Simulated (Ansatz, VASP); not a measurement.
## GaAs: VASP beside Ansatz

```
Ga As
1.0
     0.00000    2.79236    2.79236
     2.79236    0.00000    2.79236
     2.79236    2.79236    0.00000
Ga As
1 1
Direct
  0.00000 0.00000 0.00000
  0.75000 0.75000 0.75000
```

Alike in both runs: task single point; functional PBEsol; k mesh 8 × 8 × 8; occupations gaussian, width 0.05 eV; no spin polarisation.

|  | VASP | Ansatz |
| --- | --- | --- |
| version | VASP 6.6.1 | Ansatz 0.2.0 |
| potentials or method | VASP PAW PBE potentials, release 64 (Ga_d, As) | scalar-relativistic, plane waves, PAW |
| plane-wave cutoff (eV) | 520 | 420 |
| valence electrons in the cell | 18 | 28 |

```csv
,VASP,Ansatz,Ansatz less VASP
gap on the k mesh at the Fermi level (eV),0.73,0.72,-0.016
least direct gap on the mesh (eV),0.73,0.72,-0.016
pressure (GPa),3.2,3.0,-0.19
```

The two sets of potentials don't hold the same shells in valence.

Caveats: the PAW data sets were made with another functional, which shifts forces and pressure a little (VASP). A k mesh can miss the band edges. A hybrid or GW would open this gap; PBEsol tends to underestimate it.
